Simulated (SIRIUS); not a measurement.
PtSe2 (Sudovikovite) in SIRIUS: the effect of dispersion

Crystal: PtSe2 (Sudovikovite).

```
CELL_PARAMETERS angstrom
3.72400 0.00000 0.00000
-1.86200 3.22508 0.00000
0.00000 0.00000 5.06200
ATOMIC_POSITIONS crystal
Pt 0.00000 0.00000 0.00000
Se 0.66667 0.33333 0.75000
Se 0.33333 0.66667 0.25000
```

Alike in all runs:

```yaml
Program: SIRIUS 7.12.0
Task: equation of state
Functional: PBE
Potentials_or_basis: all-electron FP-LAPW
Cutoff: 206 eV
Basis: apw+lo standard
k_mesh: 5 × 5 × 3
Occupations: fermi-dirac, width 0.05 eV
Spin: no spin polarisation
```

**Question.** One run gave: V0 of scaled cells 20.95 Å³/atom; B0 117 GPa. Which dispersion did it use?
A. D3(BJ)
B. D4
C. D3

**Answer.** C.

| dispersion | V0 of scaled cells (Å³/atom) | B0 (GPa) |
| --- | --- | --- |
| D3 | 20.95 | 117 |
| D3(BJ) | 20.80 | 120 |
| D4 | 20.81 | 120 |

Caveats: all runs use coarse meshes; the cell was scaled at fixed shape and fractional positions, which overstates the stiffness of a crystal with free parameters, most of all of layers and chains.

Not every run made on this cell is shown here.
